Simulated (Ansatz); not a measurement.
A computed series for RuO2: pressure series

Base system: RuO2 in the rutile structure (space group P4_2/mnm, No. 136; a = 4.525 Å, c = 3.120 Å).

Cell and atoms are relaxed at each pressure.

All numbers come from PBE (Ansatz, a first-principles code), spin-orbit coupling left out, earlier PAW set.

Candidates:
(a) pressure 7 GPa
(b) pressure −1 GPa
(c) pressure 100 GPa
(d) pressure 30 GPa
(e) pressure 50 GPa

Before the change:

- c/a ratio: 0.689

Problem. Order them by c/a ratio, highest first.

Solution. (c) pressure 100 GPa (0.735), (e) pressure 50 GPa (0.715), (d) pressure 30 GPa (0.705), (a) pressure 7 GPa (0.694), (b) pressure −1 GPa (0.689)

Load acts through the strain it causes; cell and atoms are relaxed under it. Whether these cells are dynamically stable was not tested. No other phases were tried under pressure. No Hubbard U is applied, and correlation can decide whether such a compound is a metal. All final runs are without spin polarisation.
